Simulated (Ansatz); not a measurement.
Runs of Ansatz 0.2.0 on MgS (Niningerite). Symmetry: Fm-3m, No. 225, cubic system. Conventional cell: a = 5.203 Å, b = 5.203 Å, c = 5.203 Å, α = 90.00°, β = 90.00°, γ = 90.00°. Around S (site symmetry m-3m) lie 6 Mg at 2.60 Å. Mg (site symmetry m-3m) is surrounded by 6 S at 2.60 Å. 

```csv
task,level,cell,k mesh,smearing,atoms under strain,gap on the mesh (eV),pressure (GPa),relaxed volume (Å³/atom)
relaxation of cell and atoms,revPBE+D3(BJ),relaxed,9 × 9 × 9,fermi-dirac 0.05 eV,-,3.15,0.0,16.78
relaxation of cell and atoms,BLYP+D4,relaxed,9 × 9 × 9,fermi-dirac 0.05 eV,-,3.01,0.0,17.27
phonons,LDA,as given,7 × 7 × 7,fixed,-,2.77,-,-
Born charges and dielectric tensor,LDA,as given,9 × 9 × 9,fixed,-,2.69,-,-
relaxation of cell and atoms,revPBE+D4,relaxed,9 × 9 × 9,fermi-dirac 0.05 eV,-,3.11,0.0,(a)
elastic constants,LDA,as given,7 × 7 × 7,fixed,relaxed,2.77,-3.3,-
elastic constants,PBEsol,as given,7 × 7 × 7,fixed,relaxed,2.91,-0.9,-
relaxation of cell and atoms,BLYP+D3(BJ),relaxed,9 × 9 × 9,fermi-dirac 0.05 eV,-,(b),0.0,16.80
```

Alike in all rows: potentials or basis Ansatz PAW; no spin polarisation; cutoff (eV) 420.

Fill in the values left out.

(a) 17.08; (b) 3.08.

Caveats: odd divisions of the mesh miss points on the zone boundary, where band edges often lie, so the gap on the mesh can be too wide; the PAW data sets come from PBE, with cores solved anew for the run's functional, which leaves a small shift of forces and pressure; the plane-wave basis is chosen anew once the cell has moved, so the energies of steps on either side of that aren't comparable (some runs); the cell is more than 3 GPa from zero pressure, which shifts response properties (some runs).

A k mesh can miss the band edges.

Runs at the PBE level aren't shown here.
